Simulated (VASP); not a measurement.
Here is a VASP 6.6.1 calculation.

File INCAR:

```
  PREC = Accurate
  ENCUT = 520
  EDIFF = 1E-6
  ISMEAR = 0
  SIGMA = 0.011
  LREAL = False
  LASPH = True
  NELM = 60
  ALGO = Fast
  ISIF = 2
  LWAVE = False
  LCHARG = False
  GGA = PE
  NBANDS = 33
```

The input KPOINTS:

```
Automatic mesh
0
Gamma
  10 10 10
```

File POSCAR:

```
TiO2
1.0
   -1.8921000000      1.8921000000      4.7573000000
    1.8921000000     -1.8921000000      4.7573000000
    1.8921000000      1.8921000000     -4.7573000000
Ti O
2 4
Direct
    0.7500000000      0.2500000000      0.5000000000
    0.0000000000      0.0000000000      0.0000000000
    0.7919000000      0.7919000000      0.0000000000
    0.5419000000      0.0419000000      0.5000000000
    0.9581000000      0.4581000000      0.5000000000
    0.2081000000      0.2081000000      0.0000000000
```

Potentials or basis: VASP PAW PBE potentials, release 64 (Ti_sv, O).

Run with:

```sh
$ cat potpaw_PBE.64/Ti_sv/POTCAR potpaw_PBE.64/O/POTCAR > POTCAR
$ mpirun -np 1 vasp_std > vasp.out
```

Question: Estimate the pressure.

Answer: 5.9 GPa.

Question: Estimate the band gap on the k mesh.

Answer: 2.11 eV, indirect (least direct gap 2.44 eV).

Question: What does it give for the largest force?

Answer: 0.125 eV/Å.

Forces on the atoms (eV/Å):
```
Ti   0.000  0.000  0.000
Ti   0.000  0.000  0.000
O    0.000  0.000 -0.125
O    0.000  0.000 -0.125
O    0.000  0.000  0.125
O    0.000  0.000  0.125
```

A k mesh can miss the band edges. PBE gaps usually lie below the measured ones, often by a third to a half.
